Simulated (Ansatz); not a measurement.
**Al: symmetry broken, then relaxed**

All numbers below come from Ansatz, DFT PBEsol, scalar-relativistic, plane waves, PAW. Settings: plane waves to 420 eV, k-mesh 8×8×8 (Γ-centred), Gaussian smearing 0.15 eV. No spin polarisation. Energies are free energies at this smearing, counted from the undisturbed cell; pressure is positive in compression.

Reference structure (relaxed at this level):

```xyz
4
Lattice="4.0156 0.0000 0.0000 0.0000 -4.0156 0.0000 0.0000 0.0000 -4.0156" Properties=species:S:1:pos:R:3 pbc="T T T"
Al    0.0000   -2.0078   -2.0078
Al    2.0078    0.0000   -2.0078
Al    2.0078   -2.0078    0.0000
Al    0.0000    0.0000    0.0000
```

The atoms are displaced (Å, in the unstrained cell):

```csv
atom,ux,uy,uz
Al1,0.230,-0.490,-0.154
Al2,-0.077,0.163,0.051
Al3,-0.077,0.163,0.051
Al4,-0.077,0.163,0.051
```

Cell and atoms are then relaxed.

Does the relaxation return to the undisturbed structure?

Yes (up to a choice of domain or origin): same space group and volume, and an energy 0.0 meV/atom from it. The disturbance itself cost 445.4 meV/atom. The final space group reads Fm-3m (tolerance 0.05 Å) and the volume changes by 0.31 %.

Final structure:

```xyz
4
Lattice="4.0198 0.0000 0.0000 0.0000 -4.0199 0.0000 0.0000 0.0000 -4.0195" Properties=species:S:1:pos:R:3 pbc="T T T"
Al    0.0001   -2.0099   -2.0098
Al    2.0099    0.0000   -2.0097
Al    2.0099   -2.0100   -4.0195
Al    4.0198   -4.0199    0.0000
```

The relaxation, step by step (energy from the first step; small jumps at an unchanged geometry come where the plane waves are selected anew for the new cell):

| step | ΔE (meV/atom) | largest force component (eV/Å) | pressure (GPa) |
| --- | --- | --- | --- |
| 1 | 0.0 | 4.785 | 12.30 |
| 2 | -292.5 | 2.500 | 6.18 |
| 3 | -413.1 | 0.800 | 2.50 |
| 4 | -444.6 | 0.041 | 0.44 |
| 5 | -445.2 | 0.002 | -0.08 |
| 6 | -445.4 | 0.022 | -0.15 |
| 7 | -445.4 | 0.000 | 0.19 |
| 8 | -445.4 | 0.000 | 0.00 |
| 9 | -445.4 | 0.000 | 0.01 |

Frames along the relaxation (Å, eV/Å):

```xyz
4
Lattice="4.016 0.000 0.000 0.000 -4.016 0.000 0.000 0.000 -4.016" Properties=species:S:1:pos:R:3:forces:R:3 pbc="T T T" step=1
Al    0.230   -2.497   -2.161   -3.121    4.785    1.926
Al    1.931    0.163   -1.957    2.908   -2.889    0.444
Al    1.931   -1.845    0.051    0.708    0.309   -0.576
Al   -0.077    0.163    0.051   -0.495   -2.205   -1.794
4
Lattice="4.007 0.025 0.005 -0.025 -3.973 0.020 -0.005 0.020 -4.006" Properties=species:S:1:pos:R:3:forces:R:3 pbc="T T T" step=2
Al    0.131   -2.288   -2.094   -1.322    2.500    0.860
Al    1.948    0.107   -1.942    1.063   -1.294    0.010
Al    1.983   -1.823    0.020    0.213   -0.149   -0.178
Al   -0.086    0.075    0.036    0.046   -1.057   -0.691
4
Lattice="3.942 0.019 -0.004 -0.019 -4.124 0.008 0.004 0.008 -3.922" Properties=species:S:1:pos:R:3:forces:R:3 pbc="T T T" step=3
Al    0.069   -2.197   -2.005   -0.516    0.800    0.329
Al    1.914    0.057   -1.939    0.428   -0.436   -0.001
Al    1.986   -1.980   -0.011    0.056   -0.019   -0.052
Al   -0.041    0.023    0.038    0.032   -0.345   -0.276
4
Lattice="3.981 0.001 0.001 -0.001 -4.068 -0.001 -0.001 -0.001 -3.992" Properties=species:S:1:pos:R:3:forces:R:3 pbc="T T T" step=4
Al   -0.004   -2.044   -1.993    0.012    0.041   -0.016
Al    1.990    0.003   -1.998    0.001   -0.018    0.007
Al    1.990   -2.026    0.000    0.000   -0.020    0.001
Al    0.003   -0.001   -0.001   -0.013   -0.003    0.008
4
Lattice="4.019 0.000 0.000 0.000 -4.044 0.000 0.000 0.000 -4.000" Properties=species:S:1:pos:R:3:forces:R:3 pbc="T T T" step=5
Al    0.000   -2.022   -2.000    0.000    0.001    0.000
Al    2.010    0.000   -2.000    0.000    0.000    0.000
Al    2.010   -2.022    0.000    0.000   -0.002    0.000
Al    0.000    0.000    0.000    0.000    0.001    0.000
4
Lattice="4.022 0.000 0.000 0.000 -4.025 0.001 0.000 0.001 -4.019" Properties=species:S:1:pos:R:3:forces:R:3 pbc="T T T" step=6
Al    0.000   -2.009   -2.009    0.005   -0.022   -0.001
Al    2.012   -0.001   -2.009   -0.008    0.013   -0.004
Al    2.011   -2.014    0.000   -0.003    0.000    0.002
Al   -0.001   -0.001    0.000    0.006    0.009    0.003
4
Lattice="4.016 0.000 0.000 0.000 -4.017 0.000 0.000 0.000 -4.016" Properties=species:S:1:pos:R:3:forces:R:3 pbc="T T T" step=7
Al    0.000   -2.008   -2.008    0.000    0.000    0.000
Al    2.008    0.000   -2.008    0.000    0.000    0.000
Al    2.008   -2.009    0.000    0.000    0.000    0.000
Al    0.000    0.000    0.000    0.000    0.000    0.000
4
Lattice="4.020 0.000 0.000 0.000 -4.020 0.000 0.000 0.000 -4.020" Properties=species:S:1:pos:R:3:forces:R:3 pbc="T T T" step=8
Al    0.000   -2.010   -2.010    0.000    0.000    0.000
Al    2.010    0.000   -2.010    0.000    0.000    0.000
Al    2.010   -2.010    0.000    0.000    0.000    0.000
Al    0.000    0.000    0.000    0.000    0.000    0.000
4
Lattice="4.020 0.000 0.000 0.000 -4.020 0.000 0.000 0.000 -4.020" Properties=species:S:1:pos:R:3:forces:R:3 pbc="T T T" step=9
Al    0.000   -2.010   -2.010    0.000    0.000    0.000
Al    2.010    0.000   -2.010    0.000    0.000    0.000
Al    2.010   -2.010    0.000    0.000    0.000    0.000
Al    0.000    0.000    0.000    0.000    0.000    0.000
```

Cost: 3 runs of about 3.5 core-minutes in all, on Arm Neoverse V2 (shared hosts).